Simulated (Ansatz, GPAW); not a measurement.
# Screening of a field by CdSe (10-10), 4 units, part 2 of 2

How does CdSe (10-10), 4 units screen a perpendicular field?

GPAW 26.7.0 and Ansatz 0.2.0; Ansatz plane waves; layer without images along its normal, relaxation of atoms and in-plane cell (the session's first sound run).

So far. Step 2 (Relaxing the atoms): The relaxation lowered the energy of the cell by 1.07 eV.

## Step 3: The slab's potential

The work function is the vacuum plateau of the electrostatic potential less the Fermi level; a dipole layer lets the two faces have plateaus of their own.

This step: GPAW, PAW setups; slab in vacuum (GPAW 26.7.0).

The cell differs from the one that the last finished run ended in (c 48.626 → 27.226 Å).

run.py

```python
import json
import numpy as np
from ase import Atoms
from gpaw import GPAW, PW

slab = Atoms(
    ['Cd', 'Se', 'Cd', 'Se', 'Cd', 'Se', 'Cd', 'Se', 'Cd', 'Se', 'Cd', 'Se', 'Cd', 'Se', 'Cd', 'Se'],
    positions=[
        [-0.00000, 0.38103, 7.88043],
        [0.00000, 2.77651, 7.00000],
        [2.16758, 3.45134, 8.37328],
        [2.16758, 6.20766, 8.58708],
        [2.16758, -0.05787, 11.14534],
        [2.16758, 2.62890, 10.97522],
        [0.00000, 3.50173, 12.27463],
        [0.00000, 6.19133, 12.41166],
        [0.00000, -0.07712, 14.95176],
        [0.00000, 2.61247, 14.81473],
        [2.16758, 3.52099, 16.08104],
        [2.16758, 6.20776, 16.25116],
        [2.16758, -0.12752, 18.85310],
        [2.16758, 2.62881, 18.63931],
        [-0.00000, 3.95988, 19.34595],
        [0.00000, 6.35536, 20.22638]],
    cell=[[4.33516, 0.0, 0.0], [0.0, 7.15771, 0.0], [0.0, 0.0, 27.2264]],
    pbc=[True, True, False])

slab.calc = GPAW(mode=PW(400), xc='PBE', kpts={'size': (7, 4, 1), 'gamma': True},
                 occupations={'name': 'fermi-dirac', 'width': 0.05}, nbands='160%',
                 convergence={'density': 1e-05}, maxiter=200,
                 poissonsolver={'dipolelayer': 'xy'},
                 symmetry={'tolerance': 1e-3}, txt='slab.txt')
result = {}
energy = slab.get_potential_energy()
fermi = slab.calc.get_fermi_level()
v = slab.calc.get_electrostatic_potential().mean((0, 1)) - fermi
n = slab.calc.get_pseudo_density().mean((0, 1))
L = slab.cell[2, 2]
z = np.arange(len(v)) * L / len(v)
low, high = slab.positions[:, 2].min(), slab.positions[:, 2].max()
below, above = np.interp([low - 4.8, high + 4.8], z, v)
slopes = [np.interp(x, z, np.gradient(v, z)) for x in (low - 4.8, high + 4.8)]
eps = np.array([[slab.calc.get_eigenvalues(k, s) for k in range(len(slab.calc.get_ibz_k_points()))]
                for s in range(slab.calc.get_number_of_spins())]) - fermi
top, bottom = eps[eps < 0].max(), eps[eps > 0].min()
dipole = slab.get_dipole_moment()[2]
print(f'energy {energy:.4f} eV, Fermi level {fermi:.4f} eV, dipole {dipole:.5f} e A')
print(f'potential 4.8 A off the faces, from the Fermi level: lower {below:.4f} eV, upper {above:.4f} eV')
print(f'slope of the potential there: lower {slopes[0]:.5f}, upper {slopes[1]:.5f} eV/A')
print(f'nearest levels on the mesh: {top:.4f} and {bottom:.4f} eV')
print('magnetic moment', round(slab.get_magnetic_moment(), 3))
result.update(energy=energy, fermi=fermi, dipole=dipole, below=below, above=above, slopes=slopes, edges=[top, bottom],
              z=z.tolist(), v=v.tolist(), n=n.tolist(), positions=slab.positions.tolist(),
              forces=slab.get_forces(apply_constraint=False).tolist(), moments=slab.get_magnetic_moments().tolist())
json.dump(result, open('result.json', 'w'))
```

Run with:

```sh
$ OMP_NUM_THREADS=1 OPENBLAS_NUM_THREADS=1 python run.py
```

The program printed:

```text
energy -43.6982 eV, Fermi level -0.2030 eV, dipole 0.00032 e A
potential 4.8 A off the faces, from the Fermi level: lower 5.1538 eV, upper 5.1537 eV
slope of the potential there: lower -0.00010, upper 0.00010 eV/A
nearest levels on the mesh: -0.4957 and 0.4781 eV
magnetic moment 0.0
```

Wall time 17 min (1 thread of Arm Neoverse N1, shared host); peak memory 0.78 GiB.

Numbers from this step:

```
dipole along the normal                    : 3.18e-4 e·Å
levels nearest the Fermi level on the mesh : -0.4957, 0.4781 eV from the Fermi level
upper work function                        : 5.154 eV
lower work function                        : 5.154 eV
upper ionisation energy                    : 5.649 eV
```

The electrostatic potential energy of an electron (without an applied field's), less the Fermi level, planar mean oscillates, so the rows of the table below give means over windows of 1.89 Å about each position, cut where the curve ends. Its maxima inside the range that stand out by 2 % of the span (Å: eV): 9.8: 3.08, 11.7: -4.80, 13.6: 3.14, 15.6: -4.80, 17.4: 3.08. Its minima: 8.4: -11.9, 11.0: -9.72, 12.3: -9.90, 14.9: -9.90, 16.2: -9.72, 18.8: -11.9.

The electrostatic potential energy of an electron (without an applied field's), less the Fermi level, planar mean by z; means over each step:

z (Å), electrostatic potential energy of an electron (without an applied field's), less the Fermi level, planar mean (eV) and a bar from the least value:
```
     0.94        5.2 ##############################
     2.83        5.2 ##############################
     4.73        5.1 ##############################
     6.62       -0.4 ################
     8.51       -6.6 
    10.40       -2.1 ############
    12.29       -5.4 ###
    14.18       -1.9 ############
    16.07       -5.6 ###
    17.96       -2.1 ############
    19.85       -5.4 ###
    21.74        4.5 ############################
    23.62        5.2 ##############################
    25.52        5.2 ##############################
```

The pseudo valence density, planar mean oscillates, so the rows of the table below give means over windows of 1 Å about each position, cut where the curve ends. Its maxima inside the range that stand out by 2 % of the span (Å: e/Å³): 6.7: 0.139, 8.2: 0.707, 11.2: 0.527, 12.1: 0.512, 15.1: 0.512, 16.0: 0.527, 19.0: 0.707, 20.5: 0.139. Its minima: 6.9: 0.120, 9.7: 0.0830, 11.7: 0.406, 13.6: 0.0815, 15.6: 0.406, 17.5: 0.0830, 20.3: 0.120.

Table of pseudo valence density, planar mean by z; means over each step:

z (Å), pseudo valence density, planar mean (e/Å³) and a bar:
```
        3      0.000 
        4      0.000 
        5      0.004 
        6      0.055 ###
        7      0.196 ##########
        8      0.609 ##############################
        9      0.270 #############
       10      0.121 ######
       11      0.398 ####################
       12      0.452 ######################
       13      0.206 ##########
       14      0.149 #######
       15      0.432 #####################
       16      0.437 ######################
       17      0.159 ########
       18      0.189 #########
       19      0.600 ##############################
       20      0.276 ##############
       21      0.081 ####
       22      0.008 
       23      0.000 
       24      0.000
```

The layer is gapped, so the Fermi level lies somewhere inside the gap, set by smearing and numerics, and these work functions are no property of the material; the band edges below the vacuum level are. The potential is flat to 9.7e-5 eV/Å where it is read, so the vacuum is wide enough. The geometry is the other program's minimum; here the largest force on a free atom is 0.029 eV/Å.

## Step 4: In a field

A uniform field along the normal polarises the slab; the atoms stay fixed, so this is the electronic response alone.

Changes to run.py since step 3:

```diff
@@ -4,2 +4,3 @@
 from gpaw import GPAW, PW
+from gpaw.external import ConstantElectricField
 
@@ -31,2 +32,3 @@
                  poissonsolver={'dipolelayer': 'xy'},
+                 external=ConstantElectricField(-0.2, [0, 0, 1]),
                  symmetry={'tolerance': 1e-3}, txt='slab.txt')
```

The program printed:

```text
energy -43.7431 eV, Fermi level -0.1658 eV, dipole -0.44957 e A
potential 4.8 A off the faces, from the Fermi level: lower 3.8077 eV, upper 6.4294 eV
slope of the potential there: lower -0.00007, upper 0.00014 eV/A
nearest levels on the mesh: -0.4334 and 0.4247 eV
magnetic moment 0.0
```

Run time: 27 min. Hardware: 1 thread; peak memory 0.99 GiB.

Numbers from this step:

```
dipole along the normal                                         : -0.4496 e·Å
levels nearest the Fermi level on the mesh                      : -0.4334, 0.4247 eV from the Fermi level
potential below the slab, the applied field's own ramp left out : 3.808 eV from the Fermi level
potential above the slab, the applied field's own ramp left out : 6.429 eV from the Fermi level
```

The electrostatic potential energy of an electron (without an applied field's), less the Fermi level, planar mean oscillates, so the rows of the table below give means over windows of 1.94 Å about each position, cut where the curve ends. Its maxima inside the range that stand out by 2 % of the span (Å: eV): 9.8: 2.39, 11.7: -5.17, 13.6: 3.10, 15.6: -4.50, 17.4: 3.70, 26.6: 6.43. Its minima: 8.4: -12.8, 11.0: -10.2, 12.3: -10.1, 14.9: -9.72, 16.2: -9.31, 18.8: -11.0.

The electrostatic potential energy of an electron (without an applied field's), less the Fermi level, planar mean by z; means over each step:

```tsv
z (Å)	electrostatic potential energy of an electron (without an applied field's), less the Fermi level, planar mean (eV)
0.97	3.93
2.91	3.81
4.85	3.70
6.79	-2.54
8.73	-6.38
10.67	-3.86
12.61	-4.03
14.55	-3.44
16.49	-3.12
18.43	-4.36
20.37	-0.618
22.31	6.28
24.25	6.43
26.19	6.36
```

Force by atom:

```tsv
atom	x (eV/Å)	y (eV/Å)	z (eV/Å)	size
Cd1	0.0000	0.0261	-0.0273	0.0378
Se2	0.0000	-0.0122	0.0682	0.0693
Cd3	0.0000	-0.0040	-0.0709	0.0710
Se4	0.0000	0.0069	0.0554	0.0558
Cd5	0.0000	0.0029	-0.0594	0.0594
Se6	0.0000	0.0032	0.0704	0.0705
Cd7	0.0000	-0.0033	-0.0632	0.0633
Se8	0.0000	0.0001	0.0583	0.0583
Cd9	0.0000	-0.0002	-0.0606	0.0606
Se10	0.0000	0.0003	0.0627	0.0627
Cd11	0.0000	-0.0020	-0.0606	0.0606
Se12	0.0000	0.0007	0.0594	0.0594
Cd13	0.0000	-0.0008	-0.0649	0.0649
Se14	0.0000	0.0115	0.0463	0.0477
Cd15	0.0000	-0.0163	-0.0347	0.0384
Se16	0.0000	-0.0129	0.0213	0.0249
```

The dipole is now -0.450 e Å, against 3.2e-4 in the run without a field.

## Step 5: In a field

Changes to run.py since step 4:

```diff
@@ -32,3 +32,3 @@
                  poissonsolver={'dipolelayer': 'xy'},
-                 external=ConstantElectricField(-0.2, [0, 0, 1]),
+                 external=ConstantElectricField(-0.1, [0, 0, 1]),
                  symmetry={'tolerance': 1e-3}, txt='slab.txt')
```

The program printed:

```text
energy -43.7094 eV, Fermi level -0.1901 eV, dipole -0.22467 e A
potential 4.8 A off the faces, from the Fermi level: lower 4.4863 eV, upper 5.7965 eV
slope of the potential there: lower -0.00008, upper 0.00012 eV/A
nearest levels on the mesh: -0.4724 and 0.4611 eV
magnetic moment 0.0
```

Elapsed: 23 min, on 1 thread; peak memory 0.99 GiB.

Numbers from this step:

| Property | Result |
| --- | --- |
| dipole along the normal | -0.2247 e·Å |
| levels nearest the Fermi level on the mesh | -0.4724, 0.4611 eV from the Fermi level |
| potential below the slab, the applied field's own ramp left out | 4.486 eV from the Fermi level |
| potential above the slab, the applied field's own ramp left out | 5.796 eV from the Fermi level |

The electrostatic potential energy of an electron (without an applied field's), less the Fermi level, planar mean oscillates, so the rows of the table below give means over windows of 1.89 Å about each position, cut where the curve ends. Its maxima inside the range that stand out by 2 % of the span (Å: eV): 9.8: 2.74, 11.7: -4.98, 13.6: 3.13, 15.6: -4.64, 17.4: 3.39, 26.7: 5.80. Its minima: 8.4: -12.3, 11.0: -9.97, 12.3: -10.0, 14.9: -9.80, 16.2: -9.51, 18.8: -11.4.

Electrostatic potential energy of an electron (without an applied field's), less the Fermi level, planar mean against z; means over each step:

```tsv
z (Å)	electrostatic potential energy of an electron (without an applied field's), less the Fermi level, planar mean (eV)
0.94	4.55
2.83	4.49
4.73	4.41
6.62	-0.966
8.51	-7.09
10.40	-2.39
12.29	-5.50
14.18	-1.84
16.07	-5.38
17.96	-1.70
19.85	-4.83
21.74	5.12
23.62	5.79
25.52	5.80
```

The dipole is now -0.225 e Å, against 3.2e-4 in the run without a field.

## Step 6: In a field

Changes to run.py since step 5:

```diff
@@ -32,3 +32,3 @@
                  poissonsolver={'dipolelayer': 'xy'},
-                 external=ConstantElectricField(-0.1, [0, 0, 1]),
+                 external=ConstantElectricField(-0.05, [0, 0, 1]),
                  symmetry={'tolerance': 1e-3}, txt='slab.txt')
```

The program printed:

```text
energy -43.7010 eV, Fermi level -0.1994 eV, dipole -0.11238 e A
potential 4.8 A off the faces, from the Fermi level: lower 4.8226 eV, upper 5.4780 eV
slope of the potential there: lower -0.00009, upper 0.00011 eV/A
nearest levels on the mesh: -0.4883 and 0.4735 eV
magnetic moment 0.0
```

Run time: 20 min. Hardware: 1 thread; peak memory 0.99 GiB.

## Step 7: In a field

Changes to run.py since step 6:

```diff
@@ -32,3 +32,3 @@
                  poissonsolver={'dipolelayer': 'xy'},
-                 external=ConstantElectricField(-0.05, [0, 0, 1]),
+                 external=ConstantElectricField(0.05, [0, 0, 1]),
                  symmetry={'tolerance': 1e-3}, txt='slab.txt')
```

The program printed:

```text
energy -43.7010 eV, Fermi level -0.1994 eV, dipole 0.11237 e A
potential 4.8 A off the faces, from the Fermi level: lower 5.4779 eV, upper 4.8227 eV
slope of the potential there: lower -0.00011, upper 0.00009 eV/A
nearest levels on the mesh: -0.4883 and 0.4735 eV
magnetic moment 0.0
```

Elapsed: 20 min, on 1 thread; peak memory 0.99 GiB.

## Step 8: Field on

Changes to run.py since step 7:

```diff
@@ -32,3 +32,3 @@
                  poissonsolver={'dipolelayer': 'xy'},
-                 external=ConstantElectricField(0.05, [0, 0, 1]),
+                 external=ConstantElectricField(0.1, [0, 0, 1]),
                  symmetry={'tolerance': 1e-3}, txt='slab.txt')
```

The program printed:

```text
energy -43.7094 eV, Fermi level -0.1901 eV, dipole 0.22467 e A
potential 4.8 A off the faces, from the Fermi level: lower 5.7965 eV, upper 4.4863 eV
slope of the potential there: lower -0.00012, upper 0.00008 eV/A
nearest levels on the mesh: -0.4724 and 0.4611 eV
magnetic moment 0.0
```

Elapsed: 23 min, on 1 thread; peak memory 0.99 GiB.

The electrostatic potential energy of an electron (without an applied field's), less the Fermi level, planar mean oscillates, so the rows of the table below give means over windows of 1.94 Å about each position, cut where the curve ends. Its maxima inside the range that stand out by 2 % of the span (Å: eV): 0.8: 5.80, 9.8: 3.39, 11.7: -4.64, 13.6: 3.13, 15.6: -4.98, 17.4: 2.74. Its minima: 8.4: -11.4, 11.0: -9.51, 12.3: -9.80, 14.9: -10.0, 16.2: -9.97, 18.8: -12.3.

Table of electrostatic potential energy of an electron (without an applied field's), less the Fermi level, planar mean by z; means over each step:

```tsv
z (Å)	electrostatic potential energy of an electron (without an applied field's), less the Fermi level, planar mean (eV)
0.97	5.73
2.91	5.80
4.85	5.68
6.79	-0.764
8.73	-5.10
10.67	-3.07
12.61	-3.76
14.55	-3.64
16.49	-3.85
18.43	-5.57
20.37	-2.33
22.31	4.35
24.25	4.49
26.19	4.52
```

The dipole is now 0.225 e Å, against 3.2e-4 in the run without a field.

## Step 9: In a field

Changes to run.py since step 8:

```diff
@@ -32,3 +32,3 @@
                  poissonsolver={'dipolelayer': 'xy'},
-                 external=ConstantElectricField(0.1, [0, 0, 1]),
+                 external=ConstantElectricField(0.2, [0, 0, 1]),
                  symmetry={'tolerance': 1e-3}, txt='slab.txt')
```

The program printed:

```text
energy -43.7431 eV, Fermi level -0.1658 eV, dipole 0.44957 e A
potential 4.8 A off the faces, from the Fermi level: lower 6.4294 eV, upper 3.8078 eV
slope of the potential there: lower -0.00014, upper 0.00007 eV/A
nearest levels on the mesh: -0.4334 and 0.4247 eV
magnetic moment 0.0
```

The job ended after 27 min (1 thread; peak memory 0.99 GiB).

The electrostatic potential energy of an electron (without an applied field's), less the Fermi level, planar mean oscillates, so the rows of the table below give means over windows of 1.94 Å about each position, cut where the curve ends. Its maxima inside the range that stand out by 2 % of the span (Å: eV): 0.6: 6.43, 9.8: 3.70, 11.7: -4.50, 13.6: 3.10, 15.6: -5.17, 17.4: 2.39. Its minima: 8.4: -11.0, 11.0: -9.31, 12.3: -9.72, 14.9: -10.1, 16.2: -10.2, 18.8: -12.8.

Electrostatic potential energy of an electron (without an applied field's), less the Fermi level, planar mean against z; means over each step:

```tsv
z (Å)	electrostatic potential energy of an electron (without an applied field's), less the Fermi level, planar mean (eV)
0.97	6.30
2.91	6.43
4.85	6.31
6.79	-0.205
8.73	-4.71
10.67	-2.83
12.61	-3.70
14.55	-3.75
16.49	-4.12
18.43	-6.01
20.37	-2.93
22.31	3.68
24.25	3.81
26.19	3.87
```

The dipole is now 0.450 e Å, against 3.2e-4 in the run without a field.

## Step 10: Field on

Changes to run.py since step 9:

```diff
@@ -32,3 +32,3 @@
                  poissonsolver={'dipolelayer': 'xy'},
-                 external=ConstantElectricField(0.2, [0, 0, 1]),
+                 external=ConstantElectricField(0.3, [0, 0, 1]),
                  symmetry={'tolerance': 1e-3}, txt='slab.txt')
```

The program printed:

```text
energy -43.7993 eV, Fermi level -0.1412 eV, dipole 0.67455 e A
potential 4.8 A off the faces, from the Fermi level: lower 7.0635 eV, upper 3.1299 eV
slope of the potential there: lower -0.00018, upper 0.00007 eV/A
nearest levels on the mesh: -0.3885 and 0.3803 eV
magnetic moment 0.0
```

The job ended after 35 min (1 thread; peak memory 0.99 GiB).

The electrostatic potential energy of an electron (without an applied field's), less the Fermi level, planar mean oscillates, so the rows of the table below give means over windows of 1.94 Å about each position, cut where the curve ends. Its maxima inside the range that stand out by 2 % of the span (Å: eV): 0.6: 7.06, 9.8: 4.00, 11.7: -4.36, 13.6: 3.08, 15.6: -5.37, 17.4: 2.04. Its minima: 8.4: -10.6, 11.0: -9.10, 12.3: -9.64, 14.9: -10.3, 16.2: -10.5, 18.8: -13.3.

Table of electrostatic potential energy of an electron (without an applied field's), less the Fermi level, planar mean by z; means over each step:

```tsv
z (Å)	electrostatic potential energy of an electron (without an applied field's), less the Fermi level, planar mean (eV)
0.97	6.87
2.91	7.06
4.85	6.93
6.79	0.352
8.73	-4.32
10.67	-2.60
12.61	-3.64
14.55	-3.85
16.49	-4.40
18.43	-6.45
20.37	-3.54
22.31	3.01
24.25	3.13
26.19	3.23
```

The dipole is now 0.675 e Å, against 3.2e-4 in the run without a field.

## Step 11: The series

The members are put on one axis.

This step: induced dipole against applied field (GPAW 26.7.0).

The dipole along the normal by field:

```tsv
field (V/Å)	dipole along the normal (e·Å)
-0.200	-0.450
-0.100	-0.225
-0.050	-0.112
0.000	3.2e-4
0.050	0.112
0.100	0.225
0.200	0.450
0.300	0.675
```

## Step 12: A changed run

One more run, with changed settings.

This step: GPAW, PAW setups; slab in vacuum (GPAW 26.7.0).

Changes to run.py since step 10:

```diff
@@ -4,3 +4,2 @@
 from gpaw import GPAW, PW
-from gpaw.external import ConstantElectricField
 
@@ -28,7 +27,6 @@
 
-slab.calc = GPAW(mode=PW(400), xc='PBE', kpts={'size': (7, 4, 1), 'gamma': True},
+slab.calc = GPAW(mode=PW(140), xc='PBE', kpts={'size': (7, 4, 1), 'gamma': True},
                  occupations={'name': 'fermi-dirac', 'width': 0.05}, nbands='160%',
-                 convergence={'density': 1e-05}, maxiter=200,
+                 convergence={'density': 1e-05}, maxiter=50,
                  poissonsolver={'dipolelayer': 'xy'},
-                 external=ConstantElectricField(0.3, [0, 0, 1]),
                  symmetry={'tolerance': 1e-3}, txt='slab.txt')
```

The program printed:

```text
energy 74.5798 eV, Fermi level -0.3939 eV, dipole 0.00027 e A
potential 4.8 A off the faces, from the Fermi level: lower 5.5904 eV, upper 5.5905 eV
slope of the potential there: lower -0.03342, upper 0.03342 eV/A
nearest levels on the mesh: -0.5148 and 0.4996 eV
magnetic moment 0.0
```

Elapsed: 3.5 min, on 1 thread; peak memory 0.27 GiB.

The run finished. A setting was moved off its sound value on purpose, so it serves as a test and not as the result.

The fault put into the input: a cutoff far too low (ecut = 140).

## Step 13: Outcome

- work function, both faces (Fermi level placed in the gap by the smearing): 5.15 eV
- ionisation energy from the upper face (highest filled level on the mesh): 5.65 eV
- electron affinity from the upper face (lowest empty Kohn-Sham level on the mesh): 4.68 eV
- dipole along the normal: 3.2e-4 e Å, near the numerical noise
- induced dipole per field: 2.25 e Å per V/Å
- out-of-plane polarisability per area, α/(ε0 A): 13.1 Å

**Reading.** The field induces 2.25 e Å per V/Å, a polarisable thickness α/(ε0 A) of 13.1 Å beside 13.2 Å between the outermost nuclei. A perfect conductor would give the distance between its two image planes; a dielectric of thickness t gives t(1 - 1/ε). The levels nearest the Fermi level on the mesh lie 0.974 eV apart, so the slab is gapped there: the smearing puts the Fermi level inside the gap, and from either face the ionisation energy is the work function plus 0.50 eV. Both are Kohn-Sham levels on the mesh, and semilocal gaps are too small, so the affinity tends to come out too large and the ionisation energy too small. The induced dipole is linear in the field over this range. The small printed dipole stands for a step of -1.9 meV from the lower to the upper face, and the probes find -0.16 meV; values this small are near the numerical noise of both. The layer's cell and atoms come from the relaxation; spin-orbit coupling and temperature are left out.

[Logs are printed without paths, hosts, clocks, repeated set-up lines and the standing remarks that a program may print on its own settings, such as how far it seeks lower states.]

[Hosts, paths, dates, database ids (printed as entryN), source tags and the programs' standing remarks are cut or masked in the printed files.]
